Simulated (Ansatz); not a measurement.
Theory: DFT PBE, scalar-relativistic, plane waves, PAW in Ansatz 0.2.0. All cells share a 420 eV cutoff and Γ-centred k meshes spaced at most about 0.3 Å⁻¹ (about 0.25 or finer for metals, 2π included). No spin polarisation.

Temperature and zero-point effects are left out.

Compare these two cells of In₃GaP₂, each relaxed at this level.

A. Space group P-4m2 (No. 115), tetragonal, a = 4.465 Å, c = 7.890 Å. Around In on its first site lie 4 In at 3.16 Å and 4 P at 3.39 Å; around In on its second site lie 4 In at 3.16 Å and 4 P at 3.39 Å; In on its third site has 4 P at 2.63 Å and 4 Ga at 3.16 Å; Ga is surrounded by 4 P at 2.63 Å and 4 In at 3.16 Å; around P lie 2 Ga at 2.63 Å, 2 In at 2.63 Å and 4 In at 3.39 Å.

B. Space group P4/mmm (No. 123), tetragonal, a = 5.456 Å, c = 5.237 Å. In on a site of symmetry 4/mmm is surrounded by 2 P at 2.62 Å; In on a site of symmetry mmm has 4 P at 2.73 Å; Ga is surrounded by 2 P at 2.62 Å; around P on its first site lie 6 In at 2.62–2.73 Å; around P on its second site lie 2 Ga at 2.62 Å and 4 In at 2.73 Å.

Question: Which would you expect to be lower, and how large is the difference?

Answer: A is lower, by 116 meV/atom. A has space group P-4m2 (No. 115), 26.2 Å³/atom and no gap on its mesh; B has space group P4/mmm (No. 123), 26.0 Å³/atom and no gap. Counting P atoms around Ga and In (those within 1.25 times the shortest such distance or 1.15 times the sum of covalent radii; the shortest distance is added where it is long for a bond; a slash parts the counts of unlike sites), A has In 4/4 from 3.4 Å, Ga 4 and B has In 2/4, Ga 2. Even the lower one lies +0.09 eV/atom against the reference forms of the elements (uncorrected), so neither is stable at this level. Both come from invented guesses.

Cells relaxed within their symmetry can be saddle points.
